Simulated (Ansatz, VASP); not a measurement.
One calculation of MgI2, two programs

```
Mg I
1.0
     4.16183    0.00000    0.00000
    -2.08091    3.60425    0.00000
     0.00000    0.00000    7.72747
Mg I
1 2
Direct
  0.00000 0.00000 0.00000
  0.33333 0.66667 0.77435
  0.66667 0.33333 0.22565
```

Alike in both runs: task single point; functional PBE; k mesh 6 × 6 × 4; occupations gaussian, width 0.05 eV; no spin polarisation.

```csv
,VASP,Ansatz
version,VASP 6.6.1,Ansatz 0.2.0
potentials or method,"VASP PAW PBE potentials, release 64 (Mg, I)","scalar-relativistic, plane waves, PAW"
plane-wave cutoff (eV),520,520
valence electrons in the cell,16,44
```

|  | VASP | Ansatz | Ansatz less VASP |
| --- | --- | --- | --- |
| gap on the k mesh at the Fermi level (eV) | 3.44 | 3.46 | +0.017 |
| least direct gap on the mesh (eV) | 3.55 | 3.57 | +0.014 |
| pressure (GPa) | -0.4 | -0.3 | +0.05 |
| largest component of the traceless stress (GPa) | 0.82 | 0.83 | +0.006 |
| rms of the force components (eV/Å) | 0.128 | 0.124 | -0.0046 |

Atom by atom the forces differ by 0.005 eV/Å (rms over components). The two sets of potentials don't hold the same shells in valence.

Caveats: spin-orbit coupling is left out, which moves the levels of the heavy elements; this functional lacks dispersion, which binds the layers, so the pressure and a relaxed spacing across them are unreliable. A k mesh can miss the band edges.
